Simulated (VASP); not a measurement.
# From VASP inputs to Ansatz: CdTe (strained zincblende)

INCAR

```
PREC = Accurate
IBRION = -1
ISIF = 2
NSW = 0
LWAVE = .FALSE.
NELM = 120
NBANDS = 16
LCHARG = .FALSE.
LREAL = .FALSE.
EDIFF = 1E-7
ISMEAR = -1
SIGMA = 0.02
LASPH = .TRUE.
ENCUT = 520
GGA = PE
```

KPOINTS

```
KPOINTS created by Atomic Simulation Environment
0
Gamma
6 6 6
0 0 0
```

KPOINTS_OPT

```
special points
6
Reciprocal
0.0000000000 0.0000000000 0.0000000000 1
-0.5000000000 -0.5000000000 0.0000000000 1
-0.3750000000 -0.3750000000 0.2500000000 1
-0.3750000000 0.0000000000 0.3750000000 1
0.0000000000 0.0000000000 0.5000000000 1
-0.5000000000 -0.2500000000 0.2500000000 1
```

POSCAR

```
Cd Te
 1.0000000000000000
     0.0000000000000000    3.1815564627000001    3.1815564627000001
     3.1815564627000001    0.0000000000000000    3.1815564627000001
     3.1815564627000001    3.1815564627000001    0.0000000000000000
 Cd  Te
   1   1
Cartesian
  0.0000000000000000  0.0000000000000000  0.0000000000000000
  1.5907782313500001  1.5907782313500001  1.5907782313500001
```

VASP ran with the recommended PBE PAW datasets (18 valence electrons in the cell).

Problem. Translate these files to an Ansatz input.

Solution. 

```yaml
crystal:
  lattice:
    - [0.0, 3.1815564627, 3.1815564627]
    - [3.1815564627, 0.0, 3.1815564627]
    - [3.1815564627, 3.1815564627, 0.0]
  atoms:
    - { symbol: Cd, position: [0.0, 0.0, 0.0] }
    - { symbol: Te, position: [0.25, 0.25, 0.25] }
kpoints:
  mp_grid: { grid: [6, 6, 6] }
  band_path:
    path:
      - [0.0, 0.0, 0.0]
      - [-0.5, -0.5, 0.0]
      - [-0.375, -0.375, 0.25]
      - [-0.375, 0.0, 0.375]
      - [0.0, 0.0, 0.5]
      - [-0.5, -0.25, 0.25]
    npoints: 1
hamiltonian:
  xc: pbe
scf:
  occupations: { method: fermi_dirac, width: 0.02 }
  n_extra_bands: 4
output:
  forces: true
  stress: true
  eigenvalues: true
  write_density: true
  write_potential: true
  elf: true
  volumetric_format: npy
```

Other inputs would serve too.

|  | VASP | Ansatz |
| --- | --- | --- |
| gap between bands v and c | 0.94 eV | 0.94 eV |
| least direct gap | 0.94 eV | 0.94 eV |
| pressure | 5.7 GPa | 5.5 GPa |

The two codes use different PAW datasets and cutoffs. VASP's cell holds 18 valence electrons and Ansatz's 36. Ansatz's stress includes a Pulay correction; VASP's doesn't.
